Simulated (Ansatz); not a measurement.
## ZrSi2P4 monolayer in a perpendicular field

Wanted: the out-of-plane response of the ZrSi2P4 monolayer. A positive field points along +c.

Program: Ansatz 0.2.0. Level of theory: plane-wave DFT, PBE-D3(BJ), Ansatz PAW (set soft_1); PAW set soft_1. Results are calculated unless marked as measured.

## Step 1: Starting point

The cell holds 7 atoms: 4 P, 2 Si and 1 Zr. Its edges and angles: a = 3.480 Å, b = 3.480 Å, c = 48.788 Å, α = 90.0°, β = 90.0°, γ = 120.0°. Vacuum lies along c.

## Step 2: Relaxing the slab

The starting cell is a guess, so the in-plane lattice and the atoms are relaxed first, with the slab cut off from its images along the normal.

The input, input.yaml:

```yaml
crystal:
  lattice:
    - [3.48, 0.0, 0.0]
    - [-1.74, 3.0137684052, 0.0]
    - [0.0, 0.0, 48.7875290589]
  atoms:
    - { symbol: P, position: [0.0, 0.0, 0.4089159747] }
    - { symbol: Si, position: [0.3333333333, 0.6666666667, 0.4221250417] }
    - { symbol: P, position: [0.3333333333, 0.6666666667, 0.465373799] }
    - { symbol: Zr, position: [0.0, 0.0, 0.5] }
    - { symbol: P, position: [0.3333333333, 0.6666666667, 0.534626201] }
    - { symbol: Si, position: [0.3333333333, 0.6666666667, 0.5778749583] }
    - { symbol: P, position: [0.0, 0.0, 0.5910840253] }
  periodic: [true, true, false]
kpoints:
  mp_grid: { grid: [12, 12, 1] }
hamiltonian:
  xc: pbe
  dispersion: d3bj
  pseudopotentials: { kind: paw, azcp: { folder: soft_1 } }
scf:
  occupations: { method: fermi_dirac, width: 0.05 }
  convergence: { dr2_threshold: 1.0e-09 }
relax:
  f_tol: 0.004
  max_steps: 90
  cell: {}
output:
  write_potential: true
  write_density: true
  volumetric_format: npy
```

Command:

```sh
ansatz run input.yaml --threads 2 --pin off --max-ram 3072MiB --backend cpu --events-out ev --progress --plain --runs-dir out
```

Numbers of over 12 decimals in the logs are rounded to 6 here.

What it wrote:

```text
Warning: relax.cell: scf.convergence.dr2_threshold = 1e-9 eV is looser than the 1.96222022977e-10 eV advised for a relaxation that steers and ends on the stress (1e-10 eV for each atom of the cell: 7, times the square of relax.cell.stress_2d_tol = 0.05 N/m over 18.9 Å (the atoms' height at the walk's start and 5 Å past either face), 2.647e-2 GPa, over a crystal's default 0.05). What an SCF threshold leaves in a stress goes as its square root, and in the free energy as the threshold itself, and one threshold admits the most on a small cell: [figures from the program's tests cut] Set scf.convergence.dr2_threshold to 1.96222022977e-10 eV or tighter. [rest of the remark cut]
Engine: ansatz 0.2.0, aarch64-unknown-linux-gnu
Pseudopotentials: kind: paw
Pseudopotential: P, paw, valence charge 5, recommended cutoff 420 eV (normal), soft_1/P.paw.azcp
Pseudopotential: Si, paw, valence charge 4, recommended cutoff 420 eV (normal), soft_1/Si.paw.azcp
Pseudopotential: Zr, paw, valence charge 12, recommended cutoff 420 eV (normal), soft_1/Zr.paw.azcp
Functional definition: PBE
  parameter kappa = 0.804
  parameter beta = 0.066725
  exchange = pbe_x(kappa = kappa, mu = beta*pi^2/3)
  correlation = pbe_c(beta = beta)
Crystal: 7 atoms, lattice volume = 511.679 Å³
Basis set: ecut = 420 eV, 9937 PW (Γ), exchange–correlation on 48×48×720 points (8 copies of the dense FFT grid, shifted against one another)
Bands: 27, of which v1, the nominal top of the filled ones, is band 20 counted from 1 (19 counted from 0)
Symmetry: 12 space group operations
Space group: P-6m2 (ITA 187), of the structure as read, at distance tolerance 8.0e-5 Å
k-points: 19 of 144 (time reversal used)
Non-local potential: P, projectors of the file, l = 0: 2, l = 1: 2, l = 2: 1
Non-local potential: Si, projectors of the file, l = 0: 2, l = 1: 2, l = 2: 1
Non-local potential: Zr, projectors of the file, l = 0: 3, l = 1: 2, l = 2: 2, l = 3: 1
PAW form: soft (Blöchl's): semilocal exchange-correlation on the pseudo side does not see the compensation charge
PAW one-centre angular grid: P, 110 points (default); XC on 64 Gauss nodes
PAW one-centre angular grid: Si, 110 points (default); XC on 64 Gauss nodes
PAW one-centre angular grid: Zr, 590 points (default); XC on 64 Gauss nodes
Initial density: superposition of atomic densities (neutral atoms: chi_scale 0, normalization atom)
Initial wavefunctions: pseudopotential atomic-orbital guess
Functional: x = pbe(κ = 0.804, μ = 0.219515), c = pbe(β = 0.066725)
SCF iter   1: F=—  HF=-8482.824278 eV  |F-HF|=—  |Δ(HF+E_count)|=         —  Δρ=2.61e-2  dr2=7.58e0  ethr=3.10e-3  ⟨swp⟩=16.1  Hψ=5058  notcnv=0  defer=6
preconditioner: auto → LDOS  [metal: Δε(μ)=0.029 eV  Ē_g=8.366 eV  σ=0.050 eV  W_gap=0.14  n_scr=26 (ndim 8)  ℏωp=9.3 eV  f_vac=0.724  D(μ)=2.31/eV (n_scr^D=14)  β→1.0]
SCF iter   2: F=—  HF=-8481.571645 eV  |F-HF|=—  |Δ(HF+E_count)|=    1.25e0  Δρ=1.04e-2  dr2=1.02e0  ethr=3.10e-3  ⟨swp⟩=5.8  Hψ=1707  notcnv=0  defer=32
SCF iter   3: F=—  HF=-8481.319283 eV  |F-HF|=—  |Δ(HF+E_count)|=   2.52e-1  Δρ=3.40e-3  dr2=1.60e-1  ethr=2.54e-3  ⟨swp⟩=4.5  Hψ=1372  notcnv=0  defer=22
SCF iter   4: F=—  HF=-8481.286494 eV  |F-HF|=—  |Δ(HF+E_count)|=   3.28e-2  Δρ=1.19e-3  dr2=3.32e-2  ethr=4.00e-4  ⟨swp⟩=5.3  Hψ=1382  notcnv=0  defer=18
SCF iter   5: F=—  HF=-8481.279923 eV  |F-HF|=—  |Δ(HF+E_count)|=   6.57e-3  Δρ=3.68e-4  dr2=1.06e-3  ethr=8.29e-5  ⟨swp⟩=3.5  Hψ=1035  notcnv=0  defer=18
SCF iter   6: F=—  HF=-8481.280086 eV  |F-HF|=—  |Δ(HF+E_count)|=   1.63e-4  Δρ=9.82e-5  dr2=5.80e-5  ethr=2.64e-6  ⟨swp⟩=3.4  Hψ=1221  notcnv=0  defer=18
SCF iter   7: F=—  HF=-8481.280106 eV  |F-HF|=—  |Δ(HF+E_count)|=   2.08e-5  Δρ=2.93e-5  dr2=7.94e-6  ethr=1.45e-7  ⟨swp⟩=3.7  Hψ=1175  notcnv=0  defer=18
SCF iter   8: F=—  HF=-8481.280115 eV  |F-HF|=—  |Δ(HF+E_count)|=   8.91e-6  Δρ=6.45e-6  dr2=3.48e-7  ethr=1.98e-8  ⟨swp⟩=3.4  Hψ=970  notcnv=0  defer=18
SCF iter   9: F=—  HF=-8481.280140 eV  |F-HF|=—  |Δ(HF+E_count)|=   2.47e-5  Δρ=2.25e-6  dr2=2.54e-8  ethr=8.71e-10  ⟨swp⟩=3.5  Hψ=1230  notcnv=0  defer=18
SCF iter  10: F=—  HF=-8481.280140 eV  |F-HF|=—  |Δ(HF+E_count)|=   4.38e-8  Δρ=6.19e-7  dr2=4.75e-9  ethr=6.36e-11  ⟨swp⟩=3.4  Hψ=1190  notcnv=0  defer=18
SCF iter  11: F=-8481.280140 eV  HF=-8481.280140 eV  |F-HF|=2.45e-9  |Δ(HF+E_count)|=  8.06e-10  Δρ=1.77e-7  dr2=1.93e-10  ethr=2.50e-12  ⟨swp⟩=13.9  Hψ=4678  notcnv=0
SCF 1 converged in 11 iterations: F = -8481.280140 eV  dr2 = 1.93e-10
  greatest PAW one-centre occupation: 0.997 electrons in one spin orbital (limit 2), on the Zr atom at site 3 (counted from 0), in its partial waves of l = 0
relax step   1: F+E_penalty+E_count = -8481.28014004 eV  Δ(F+E_penalty+E_count) = +0.000e0 eV  max|allowed force component| = 3.532e0 eV/Å  Δτ_max = 0.0000 Å  P = +16.270 N/m  Ω = 511.679 Å³  fix = [c, alpha, beta]  reactions: c +0.000 N/m  (11 SCF iters, accepted)
Crystal: 7 atoms, lattice volume = 518.674 Å³
Basis set: ecut = 420 eV, 10069 PW (Γ), exchange–correlation on 48×48×720 points (8 copies of the dense FFT grid, shifted against one another)
Initial density: handed on by an earlier stage of this run
Initial wavefunctions: those handed on with the density
iter 1 solved again at ethr=1.22e-3 eV; its pass at ethr=3.10e-3 eV (dr2=4.89e-1 eV) is discarded
SCF iter   1: F=—  HF=-8482.935389 eV  |F-HF|=—  |Δ(HF+E_count)|=         —  Δρ=6.34e-3  dr2=4.97e-1  ethr=1.22e-3  ⟨swp⟩=2.3  Hψ=5261  notcnv=0
preconditioner: auto → LDOS  [insulator: Δε(μ)=0.131 eV  Ē_g=8.014 eV  σ=0.050 eV  W_gap=0.55  n_scr=26 (ndim 8)  ℏωp=9.2 eV  f_vac=0.722  D(μ)=1.41/eV (n_scr^D=10)  ε∞_Penn≈2.3  β→1.0]
SCF iter   2: F=—  HF=-8483.047249 eV  |F-HF|=—  |Δ(HF+E_count)|=   1.12e-1  Δρ=5.80e-3  dr2=1.06e0  ethr=1.22e-3  ⟨swp⟩=6.0  Hψ=1770  notcnv=0  defer=2
SCF iter   3: F=—  HF=-8482.836131 eV  |F-HF|=—  |Δ(HF+E_count)|=   2.11e-1  Δρ=1.14e-3  dr2=2.09e-2  ethr=1.22e-3  ⟨swp⟩=4.2  Hψ=1183  notcnv=0  defer=19
SCF iter   4: F=—  HF=-8482.834644 eV  |F-HF|=—  |Δ(HF+E_count)|=   1.49e-3  Δρ=4.31e-4  dr2=4.40e-3  ethr=5.22e-5  ⟨swp⟩=3.7  Hψ=1279  notcnv=0  defer=22
SCF iter   5: F=—  HF=-8482.834293 eV  |F-HF|=—  |Δ(HF+E_count)|=   3.51e-4  Δρ=1.23e-4  dr2=7.59e-5  ethr=1.10e-5  ⟨swp⟩=2.8  Hψ=848  notcnv=0  defer=22
SCF iter   6: F=—  HF=-8482.834350 eV  |F-HF|=—  |Δ(HF+E_count)|=   5.67e-5  Δρ=3.57e-5  dr2=1.01e-5  ethr=1.90e-7  ⟨swp⟩=3.6  Hψ=1244  notcnv=0  defer=22
SCF iter   7: F=—  HF=-8482.834352 eV  |F-HF|=—  |Δ(HF+E_count)|=   2.95e-6  Δρ=1.18e-5  dr2=1.06e-6  ethr=2.52e-8  ⟨swp⟩=3.2  Hψ=1053  notcnv=0  defer=22
[...]
SCF iter   2: F=—  HF=-8483.124164 eV  |F-HF|=—  |Δ(HF+E_count)|=   1.63e-2  Δρ=2.46e-3  dr2=4.06e-1  ethr=7.42e-4  ⟨swp⟩=5.4  Hψ=1316  notcnv=0  defer=5
SCF iter   3: F=—  HF=-8483.079274 eV  |F-HF|=—  |Δ(HF+E_count)|=   4.49e-2  Δρ=1.22e-3  dr2=5.14e-2  ethr=7.42e-4  ⟨swp⟩=4.5  Hψ=1124  notcnv=0  defer=28
SCF iter   4: F=—  HF=-8483.071925 eV  |F-HF|=—  |Δ(HF+E_count)|=   7.35e-3  Δρ=2.69e-4  dr2=1.39e-3  ethr=1.28e-4  ⟨swp⟩=3.2  Hψ=997  notcnv=0  defer=29
SCF iter   5: F=—  HF=-8483.072038 eV  |F-HF|=—  |Δ(HF+E_count)|=   1.13e-4  Δρ=7.68e-5  dr2=3.21e-5  ethr=3.48e-6  ⟨swp⟩=3.4  Hψ=1003  notcnv=0  defer=29
SCF iter   6: F=—  HF=-8483.071997 eV  |F-HF|=—  |Δ(HF+E_count)|=   4.17e-5  Δρ=2.03e-5  dr2=3.49e-6  ethr=8.01e-8  ⟨swp⟩=3.5  Hψ=1157  notcnv=0  defer=29
SCF iter   7: F=—  HF=-8483.072015 eV  |F-HF|=—  |Δ(HF+E_count)|=   1.87e-5  Δρ=5.87e-6  dr2=2.07e-7  ethr=8.73e-9  ⟨swp⟩=3.4  Hψ=1157  notcnv=0  defer=29
SCF iter   8: F=—  HF=-8483.072016 eV  |F-HF|=—  |Δ(HF+E_count)|=   2.56e-7  Δρ=1.47e-6  dr2=1.43e-8  ethr=5.18e-10  ⟨swp⟩=2.9  Hψ=989  notcnv=0  defer=29
SCF iter   9: F=—  HF=-8483.072016 eV  |F-HF|=—  |Δ(HF+E_count)|=   1.13e-8  Δρ=4.62e-7  dr2=1.99e-9  ethr=3.57e-11  ⟨swp⟩=3.4  Hψ=1201  notcnv=0  defer=29
SCF iter  10: F=-8483.072016 eV  HF=-8483.072016 eV  |F-HF|=1.01e-9  |Δ(HF+E_count)|=   2.34e-9  Δρ=1.18e-7  dr2=7.61e-11  ethr=2.50e-12  ⟨swp⟩=12.7  Hψ=4357  notcnv=0
SCF 3 converged in 10 iterations: F = -8483.072016 eV  dr2 = 7.61e-11
relax step   3: F+E_penalty+E_count = -8483.07201571 eV  Δ(F+E_penalty+E_count) = -2.376e-1 eV  max|allowed force component| = 2.534e-1 eV/Å  Δτ_max = 0.1943 Å  P = +1.596 N/m  Ω = 527.705 Å³  energy of the carried Pulay correction = -1.479e-4 eV  fix = [c, alpha, beta]  reactions: c +0.000 N/m  (10 SCF iters, accepted)
[...]
relax step   4: F+E_penalty+E_count = -8483.09314251 eV  Δ(F+E_penalty+E_count) = -2.113e-2 eV  max|allowed force component| = 1.339e-1 eV/Å  Δτ_max = 0.0530 Å  P = +0.055 N/m  Ω = 539.569 Å³  energy of the carried Pulay correction = -2.545e-4 eV  fix = [c, alpha, beta]  reactions: c +0.000 N/m  (9 SCF iters, accepted)
[...]
relax step   5: F+E_penalty+E_count = -8483.09460320 eV  Δ(F+E_penalty+E_count) = -1.461e-3 eV  max|allowed force component| = 1.325e-2 eV/Å  Δτ_max = 0.0114 Å  P = +0.035 N/m  Ω = 540.839 Å³  energy of the carried Pulay correction = -2.658e-4 eV  fix = [c, alpha, beta]  reactions: c +0.000 N/m  (8 SCF iters, accepted)
[...]
relax step   6: F+E_penalty+E_count = -8483.09463552 eV  Δ(F+E_penalty+E_count) = -3.232e-5 eV  max|allowed force component| = 1.083e-3 eV/Å  Δτ_max = 0.0023 Å  P = -0.010 N/m  Ω = 540.939 Å³  energy of the carried Pulay correction = -2.667e-4 eV  fix = [c, alpha, beta]  reactions: c -0.000 N/m  (7 SCF iters, accepted)
Initial wavefunctions: pseudopotential atomic-orbital guess (no wavefunctions were taken with the density)
iter 1 solved again at ethr=2.40e-7 eV; its pass at ethr=3.10e-3 eV (dr2=9.61e-5 eV) is discarded
SCF iter   1: F=—  HF=-8483.095006 eV  |F-HF|=—  |Δ(HF+E_count)|=         —  Δρ=1.39e-5  dr2=1.19e-7  ethr=2.40e-7  ⟨swp⟩=6.8  Hψ=7512  notcnv=0
SCF iter   2: F=—  HF=-8483.095000 eV  |F-HF|=—  |Δ(HF+E_count)|=   6.63e-6  Δρ=1.44e-6  dr2=1.54e-8  ethr=2.99e-10  ⟨swp⟩=4.5  Hψ=1604  notcnv=0
SCF iter   3: F=—  HF=-8483.095000 eV  |F-HF|=—  |Δ(HF+E_count)|=   1.07e-9  Δρ=9.78e-7  dr2=3.61e-8  ethr=3.84e-11  ⟨swp⟩=3.4  Hψ=1183  notcnv=0  recentre
SCF iter   4: F=—  HF=-8483.095000 eV  |F-HF|=—  |Δ(HF+E_count)|=   1.14e-9  Δρ=4.29e-7  dr2=3.79e-9  ethr=3.84e-11  ⟨swp⟩=3.6  Hψ=1109  notcnv=0
SCF iter   5: F=-8483.095000 eV  HF=-8483.095000 eV  |F-HF|=2.33e-10  |Δ(HF+E_count)|=  1.75e-10  Δρ=1.20e-7  dr2=1.12e-10  ethr=2.50e-12  ⟨swp⟩=15.9  Hψ=5185  notcnv=0
SCF 7 converged in 5 iterations: F = -8483.095000 eV  dr2 = 1.12e-10
relax step   7: F+E_penalty+E_count = -8483.09499951 eV  Δ(F+E_penalty+E_count) = -3.640e-4 eV  max|allowed force component| = 1.071e-3 eV/Å  Δτ_max = 0.0000 Å  P = -0.003 N/m  Ω = 540.939 Å³  fix = [c, alpha, beta]  reactions: c -0.000 N/m  stress off target by 2.84e-3 N/m on what of the cell is left free  SCF on the basis re-selected at this cell (its energy is not comparable with the rows above)  (5 SCF iters)
basis re-selected at this cell: Δ(F+E_penalty+E_count) = -3.640e-4 eV, ΔP = +0.007 N/m vs the last step (what re-selecting the basis moved, of the pressure what is left beyond the Pulay correction that the steps carried, after the strain that the cell walked since its last selection, with what the two solves' SCF thresholds leave and, on support functions, any second-order correction that the steps lacked; it is no m [...]
SCF converged after 5 iterations
Free energy (F): -8483.095000 eV
Harris-Foulkes:  -8483.095000 eV  (|F-HF|=2.33e-10)
Internal energy: -8483.082795 eV  (E = F + TS)
E sigma→0 (E₀):  -8483.088897 eV
Entropy (-TS):   -0.012204 eV (-1.743 meV/atom)
Fermi energy:    -5.542454 eV
--- Per-component energies (eV) ---
  E_band       = -636.237063
  E_kinetic    = 676.080529
  E_local      = -114185.849684  (includes V_loc(G=0)·N_el)
  E_nonlocal   = 248.758529
  E_hartree    = 56638.544168
  E_xc         = -560.455711
  E_vxc        = -523.947699  (∫ρ·V_xc dr)
  E_paw        = -6219.799252  (= ΣΔE_a)
  E_vpaw       = -128.365699  (= ΣTr[D̂ρ^β])
  E_aug_tail   = 0.000048  (compensation charges beyond the density's cutoff)
  E_ewald      = 54921.944674
  E_disp       = -2.306095  (pairwise vdW)
  E_smearing   = -0.012204  (= −TS)
  E_closure    = -0.000000  (closes the sum)
  Σ components = -8483.095000   (vs F -8483.095000, Δ=0.00e0)
--- Forces (eV/Å), atoms counted from 1 ---
  atom   1  P     -0.00000000     0.00000000     0.00107139
  atom   2  Si     0.00000000    -0.00000000    -0.00075603
  atom   3  P      0.00000000     0.00000000     0.00060813
  atom   4  Zr     0.00000000     0.00000000     0.00000000
  atom   5  P      0.00000000     0.00000000    -0.00060813
  atom   6  Si     0.00000000    -0.00000000     0.00075603
  atom   7  P      0.00000000     0.00000000    -0.00107139
  max |Σ_I F_I| component: 3.89e-16 eV/Å
--- 2D stress c σ (N/m, compression-positive) ---
       -0.002841       0.000000       0.000000
        0.000000      -0.002841       0.000000
        0.000000       0.000000       0.000000
  P = ½ c Tr σ = -0.0028 N/m
--- Band table (eV; the first three rows and the last of 19) ---
  k-point 0: bands = [... 16 lower, -6.5230, -6.4481, -5.5061, -5.5061, -4.8388, -2.9797, -2.8433, -2.6402, ... 3 higher]
  k-point 1: bands = [... 16 lower, -6.5281, -6.4866, -5.6831, -5.6414, -4.7896, -2.8858, -2.8569, -2.4854, ... 3 higher]
  k-point 2: bands = [... 16 lower, -6.6394, -6.3631, -6.1485, -5.9646, -4.8953, -3.2551, -3.1681, -2.2992, ... 3 higher]
  k-point 18: bands = [... 16 lower, -8.0315, -7.9026, -6.6954, -5.9562, -4.2392, -3.2896, -3.2809, -2.6614, ... 3 higher]
  the weakly bound empty levels are not read free of the cell's end (no_gap_told)
--- Relaxed structure (6 steps of the walk, 6 accepted, 1 SCFs on fresh bases) ---
  F+E_penalty+E_count = -8483.09499951 eV   max|allowed force component| = 1.071e-3 eV/Å   (the final SCF, on the basis selected at the relaxed cell)
  cell:  # Å, volume = 540.9393 Å³
    - [3.578117, 0.0, 0.0]
    - [-1.789059, 3.098740, 0.0]
    - [0.0, 0.0, 48.7875290589]
  atoms:
    - { symbol: P, position: [1.0573552618554975e-17, -5.135725556199063e-17, 0.402071] }
    - { symbol: Si, position: [0.333333, 0.666667, 0.422202] }
    - { symbol: P, position: [0.333333, 0.666667, 0.467876] }
    - { symbol: Zr, position: [1.0573552618554993e-17, -5.135725556199063e-17, 0.500000] }
    - { symbol: P, position: [0.333333, 0.666667, 0.532124] }
    - { symbol: Si, position: [0.333333, 0.666667, 0.577798] }
    - { symbol: P, position: [1.0573552618554975e-17, -5.135725556199063e-17, 0.597929] }
```

Wall time 94 s (2 threads of Arm Neoverse V2, shared host); peak memory 0.75 GiB; 3.1 min of CPU time.

The steps of the relaxation:

```tsv
step	energy less that of the first step (eV)	largest force component (eV/Å)	volume (Å³)
1	0.0000	3.5319	511.68
2	-1.5542	1.2681	518.67
3	-1.7919	0.2534	527.70
4	-1.8130	0.1339	539.57
5	-1.8145	0.0132	540.84
6	-1.8145	0.0011	540.94
7*	-1.8149	0.0011	540.94
```

Relaxation steps marked * repeat the geometry before them on a plane-wave basis chosen anew for their cell, so energy and pressure can jump there.

The run keeps the 12 symmetry operations that it works with, so distortions that break them were not tested.

```tsv
cell as run	before	after	change
a (Å)	3.480	3.578	+2.8 %
b (Å)	3.480	3.578	+2.8 %
```

The atoms that moved most (Å, along periodic axes as changes of fractional coordinates times the final cell, across vacuum about the mean position):

```tsv
atom	dx	dy	dz	length
P7	0.000	0.000	0.334	0.334
P1	0.000	0.000	-0.334	0.334
P5	0.000	0.000	-0.122	0.122
P3	0.000	0.000	0.122	0.122
```

This step gave:

| Property | Result |
| --- | --- |
| energy at zero smearing | -8483.0889 eV |

The lattice constant a goes from 3.480 to 3.578 Å.

(Part 1 of 2 ends here.)

[Logs are printed without paths, hosts, clocks, repeated set-up lines and the standing remarks that a program may print on its own settings, such as how far it seeks lower states.]

[Hosts, paths, dates, database ids (printed as entryN), source tags and the programs' standing remarks are cut or masked in the printed files.]

[Maps of the electrostatic potential energy from Ansatz leave out the sawtooth potential of an applied field or a dipole correction, so their vacuum need not be flat; planar profiles and work functions include it.]
